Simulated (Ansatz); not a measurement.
**TiO2: ¹⁷O NMR of the central transition**

Cell: a Materials Project structure (computed, not necessarily an observed phase).

Space group I4/m (No. 87); a = 10.1949, c = 2.9674 Å.

| site | Wyckoff | site symmetry | x | y | z |
| --- | --- | --- | --- | --- | --- |
| Ti | 8h | m.. | 0.1726 | 0.3555 | 0.0000 |
| O5 | 8h | m.. | 0.9590 | 0.6637 | 0.5000 |
| O9 | 8h | m.. | 0.7910 | 0.8434 | 0.0000 |

One atom of each set is listed; the run and its k-mesh use a cell of 12 atoms with edges of 7.36, 7.36, 7.36 Å.

All values are calculated (Ansatz; DFT, PBE, plane waves and PAW, scalar-relativistic, 420 eV cutoff, Γ-centred 8×8×8 k-points, Fermi–Dirac smearing 0.02 eV), not measured.

¹⁷O has I = 5/2 and Q = -25.58 mb (Pyykkö 2018); at 7.05 T its Larmor frequency is ν₀ = 40.7 MHz. Only the quadrupole interaction is simulated: positions count from each site's isotropic chemical shift, and J coupling is left out, as are shift anisotropy and dipolar coupling, which fast spinning averages.

**Question.** What does the ¹⁷O spectrum (fast magic-angle spinning) show for each site?

**Answer.** 

```csv
site,first shell,C_Q (MHz),η,P_Q (MHz),δ_QIS (ppm),breadth (kHz)
O5,3 Ti at 1.89–2.01 Å,1.15,0.02,1.15,-4.83,0.424
O9,3 Ti at 1.92–2.06 Å,-0.473,0.16,0.475,-0.817,0.0745
```

δ_QIS = −(ν_Q²/30ν₀²)[I(I+1) − 3/4](1 + η²/3) × 10⁶ ppm with ν_Q = 3|C_Q|/[2I(2I−1)]; it falls as 1/B₀² in ppm, and the breadth as 1/B₀ in kHz.

At O5 V_zz stands upright on the plane through its three neighbours (within 1°).
